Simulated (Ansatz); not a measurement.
Crystal: Si2W.

```
W Si
1.0
    -1.60690    1.60690    3.91495
     1.60690   -1.60690    3.91495
     1.60690    1.60690   -3.91495
W Si
1 2
Direct
  0.00000 0.00000 0.00000
  0.66530 0.66530 0.00000
  0.33470 0.33470 0.00000
```

Base run:

| Item | Value |
| --- | --- |
| Program | Ansatz 0.2.0 |
| Functional | PBE |
| Potentials or basis | all-electron LAPW, scalar-relativistic |
| Cutoff | 239 eV |
| Density cutoff | 955 eV |
| Basis error allowed | 0.001 eV/atom |
| k mesh | 12 × 12 × 12 |
| Occupations | fermi-dirac, width 0.05 eV |
| Spin | no spin polarisation |

Its results: band gap on the k mesh none (metal or under the smearing width); pressure 3.3 GPa; largest force 0.073 eV/Å.

Q: The run is repeated on the same cell with these changes: functional from PBE to PBEsol. What comes out?

A: Band gap on the k mesh none (metal or under the smearing width); pressure -2.0 GPa; largest force 0.019 eV/Å.

PBEsol binds more tightly than PBE, so the same cell stands under less pressure.

Not every run made on this cell is shown here.
